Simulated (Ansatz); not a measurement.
# Ionic part of the dielectric constant of HfS$_{2}$ at 1 GPa, mode by mode

The calculation used DFT PBE, scalar-relativistic, plane waves, PAW in Ansatz 0.2.0. Cutoff 420 eV, 12×12×6 k-points (Γ-centred), fixed occupations. No spin polarisation. Phonons by linear response, acoustic sum rule imposed.

Symmetry: P-3m1, No. 164, trigonal system. The conventional cell has a = 3.633 Å, b = 3.633 Å, c = 6.090 Å, α = 90.00°, β = 90.00°, γ = 120.00°. Around Hf (site symmetry -3m) lie 6 S at 2.55 Å. Around S (site symmetry 3m) lie 3 Hf at 2.55 Å.

The crystal is built of layers and no dispersion correction was added, so the binding between them is poorly described, and with it their spacing and whatever depends on it. Spin–orbit coupling is left out, which matters for heavy elements.

The primitive cell has V = 69.60 Å³ and ε∞,xx = 9.845. Each polar mode adds Δε = (4.92064×10⁷/V)·S/ν² along x, with S its oscillator strength in e²/amu, ν in cm⁻¹ and V in Å³.

Question: From these modes, find each Δε and ε0,xx.
| ν (cm⁻¹) | S_xx (e²/amu) |
| --- | --- |
| 145.5 | 0.9528 |

Answer:
```csv
ν (cm⁻¹),Δε
145.5,31.81
```

The sum is 31.812, so ε0,xx = 41.66; the run's tensor has 41.65.

Question: Where do the longitudinal modes lie for a wave vector along x?

Answer: At 299 cm⁻¹. The Lyddane–Sachs–Teller product Π(ν_LO/ν_TO)² = 4.23 matches ε0/ε∞ = 4.23.

Cost: 1 run of about 5.5 core-minutes, on Intel Xeon (Skylake/Cascade Lake) (shared hosts).

The in-plane static response of HfS₂ is mainly ionic: one polar mode at 145.5 cm⁻¹ contributes 31.81, against an electronic part of 9.845. Its weight comes from a large oscillator strength combined with a low transverse frequency, which enters as an inverse square. The strength implies a dynamical charge on hafnium well above its formal ionic charge. This is typical of a d⁰ cation whose empty d states mix with filled sulfur p states, so that changing the Hf–S distances shifts electrons along the bonds. The large charge therefore signals polarisable covalency, not extreme ionicity. The same long-range dipolar field lifts the longitudinal mode to 299 cm⁻¹.

Both the electronic and static constants are higher than is known for HfS₂ at ambient pressure, a difference too large to ascribe plausibly to the modest compression. PBE's too-narrow gap probably inflates the electronic screening, while a too-soft transverse mode would amplify the ionic term. The out-of-plane response, governed by a different polar mode, cannot be inferred from these values.
